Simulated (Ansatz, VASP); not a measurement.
**Two plane-wave programs on PtS2**

The input INCAR:

```
SYSTEM = PtS2
PREC = Accurate
ENCUT = 520
EDIFF = 1E-6
ISMEAR = 0
SIGMA = 0.05
LREAL = .FALSE.
LASPH = .TRUE.
NELM = 80
ALGO = Normal
ISIF = 2
LWAVE = .FALSE.
LCHARG = .FALSE.
GGA = PS
NBANDS = 18
```

KPOINTS

```
Automatic mesh
0
G
  12 12 8
  0 0 0
```

POSCAR

```
PtS2
1.0
    3.4546194889      0.0000000000      0.0000000000
   -1.7273097444      2.9917882378      0.0000000000
    0.0000000000      0.0000000000      4.7868600000
Pt S
1 2
Direct
    0.0000000000      0.0000000000      0.0000000000
    0.3333333333      0.6666666667      0.2500000000
    0.6666666667      0.3333333333      0.7500000000
```

Input for Ansatz:

```yaml
crystal:
  lattice:
    - [3.4546194889, 0.0, 0.0]
    - [-1.7273097444, 2.9917882378, 0.0]
    - [0.0, 0.0, 4.78686]
  atoms:
    - { symbol: Pt, position: [0.0, 0.0, 0.0] }
    - { symbol: S, position: [0.3333333333, 0.6666666667, 0.25] }
    - { symbol: S, position: [0.6666666667, 0.3333333333, 0.75] }
basis:
  ecutwfc: 420
kpoints:
  mp_grid: { grid: [12, 12, 8] }
hamiltonian:
  xc: pbesol
scf:
  occupations: { method: gaussian, width: 0.05 }
output:
  forces: true
  stress: true
  eigenvalues: true
  write_density: true
  write_potential: true
  elf: true
  volumetric_format: npy
```

Change from the starting cell: strain -0.025 along x and y, -0.050 along z, atoms carried along.

Alike in both runs: task single point; functional PBEsol; k mesh 12 × 12 × 8; occupations gaussian, width 0.05 eV; no spin polarisation.

|  | VASP | Ansatz |
| --- | --- | --- |
| version | VASP 6.6.1 | Ansatz 0.2.0 |
| potentials or method | VASP PAW PBE potentials, release 64 (Pt, S) | scalar-relativistic, plane waves, PAW |
| plane-wave cutoff (eV) | 520 | 420 |
| valence electrons in the cell | 22 | 30 |

|  | VASP | Ansatz | Ansatz less VASP |
| --- | --- | --- | --- |
| gap on the k mesh at the Fermi level (eV) | 0.52 | 0.51 | -0.007 |
| least direct gap on the mesh (eV) | 0.78 | 0.76 | -0.015 |
| pressure (GPa) | 13.2 | 13.5 | +0.31 |
| largest component of the traceless stress (GPa) | 4.93 | 5.09 | +0.160 |
| rms of the force components (eV/Å) | 0.411 | 0.426 | +0.0147 |

Atom by atom the forces differ by 0.015 eV/Å (rms over components). The two sets of potentials don't hold the same shells in valence.

Caveats: the PAW data sets were made with another functional, which shifts forces and pressure a little (VASP); spin-orbit coupling is left out, which moves the levels of the heavy elements; the cell's inner coordinates are idealised or old, which leaves forces on the atoms. A k mesh can miss the band edges.
